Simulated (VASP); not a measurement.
Here is a VASP 6.6.1 calculation.

The input INCAR:

```
SYSTEM = Be
PREC     = Accurate       ! precision mode
ENCUT    = 600            ! plane-wave cutoff, eV
EDIFF    = 1E-6           ! SCF threshold, eV
ISMEAR   = -1             ! smearing method
SIGMA    = 0.05           ! smearing width, eV
LREAL    = .FALSE.        ! projectors in reciprocal space
LASPH    = .TRUE.         ! aspherical terms in the spheres
NELM     = 60             ! most SCF steps
ALGO     = Normal         ! electronic algorithm
ISIF     = 3              ! what is computed and relaxed
LWAVE    = .FALSE.        ! write WAVECAR
LCHARG   = .FALSE.        ! write CHGCAR
GGA      = PS             ! functional
IBRION   = 2              ! ionic algorithm
NSW      = 60             ! ionic steps
EDIFFG   = -0.01          ! ionic threshold
PSTRESS  = 50
```

KPOINTS

```
Automatic mesh
0
G
  14 14 14
  0 0 0
```

POSCAR

```
Be
1.0
    0.0000000000      1.5790500000      1.5790500000
    1.5790500000      0.0000000000      1.5790500000
    1.5790500000      1.5790500000      0.0000000000
Be
1
Direct
    0.0000000000      0.0000000000      0.0000000000
```

Potentials or basis: VASP PAW PBE potentials, release 64 (Be).

The run is started by

```sh
$ cat potpaw_PBE.64/Be/POTCAR > POTCAR
$ mpirun -np 1 vasp_std > vasp.out
```

Task: Predict the relaxed volume.

Result: 7.52 Å³/atom.

Task: What does it give for the band gap on the k mesh?

Result: None (metal or under the smearing width).

Final structure:
```yaml
crystal:
  lattice:
    - [0.00000, 1.55505, 1.55505]
    - [1.55505, 0.00000, 1.55505]
    - [1.55505, 1.55505, 0.00000]
  atoms:
    - { symbol: Be, position: [0.00000, 0.00000, 0.00000] }
```

Caveat: the cell is relaxed towards a set pressure, so the enthalpy falls and the energy may rise; the PAW data sets were made with another functional, which shifts forces and pressure a little.
